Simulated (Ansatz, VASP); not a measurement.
Pt in VASP and in Ansatz

INCAR

```
SYSTEM = Pt
ALGO = Normal
EDIFF = 1E-7
EDIFFG = -0.005
ENCUT = 600
GGA = PE
IBRION = 2
ISIF = 3
ISMEAR = -1
IVDW = 12
LASPH = .TRUE.
LCHARG = .FALSE.
LREAL = .FALSE.
LWAVE = .FALSE.
NELM = 100
NSW = 80
PREC = Accurate
SIGMA = 0.05
```

The input KPOINTS:

```
k-points
0
G
  12 12 12
  0 0 0
```

Contents of POSCAR:

```
Pt
1.0
    0.0000000000      1.9609000000      1.9609000000
    1.9609000000      0.0000000000      1.9609000000
    1.9609000000      1.9609000000      0.0000000000
Pt
1
Direct
    0.0000000000      0.0000000000      0.0000000000
```

The input input.yaml:

```yaml
crystal:
  lattice:
    - [0.0, 1.9609, 1.9609]
    - [1.9609, 0.0, 1.9609]
    - [1.9609, 1.9609, 0.0]
  atoms:
    - { symbol: Pt, position: [0.0, 0.0, 0.0] }
kpoints:
  mp_grid: { grid: [12, 12, 12] }
scf:
  occupations: { method: fermi_dirac, width: 0.05 }
hamiltonian:
  xc: pbe
  dispersion: d3bj
  pseudopotentials: { kind: all_electron, lapw: { basis_error: 0.001 } }
output:
  forces: true
  stress: true
relax:
  f_tol: 0.005
  max_steps: 60
  cell: {}
```

Alike in both runs: task relaxation of cell and atoms; functional PBE; dispersion D3(BJ); k mesh 12 × 12 × 12; occupations fermi-dirac, width 0.05 eV; no spin polarisation.

|  | VASP | Ansatz |
| --- | --- | --- |
| version | VASP 6.6.1 | Ansatz 0.2.0 |
| potentials or method | VASP PAW PBE potentials, release 64 (Pt) | all-electron LAPW, scalar-relativistic |
| plane-wave cutoff (eV) | 600 | see its input |

Ansatz gave:

* relaxed volume (Å³/atom): 15.17
* relaxed cell length with the largest relative difference (Å): 2.778

Q: Estimate VASP's values.

A: Relaxed volume (Å³/atom): 15.14; relaxed cell length with the largest relative difference (Å): 2.777.

Ansatz ran all-electron here, so the differences hold the error of VASP's frozen core and of both bases.

Caveats: pairwise dispersion overbinds metals, which lowers pressure and volume (VASP). Zero-point motion and thermal expansion aren't in these numbers. The runs have no spin-orbit coupling, so splittings on Pt are missing.
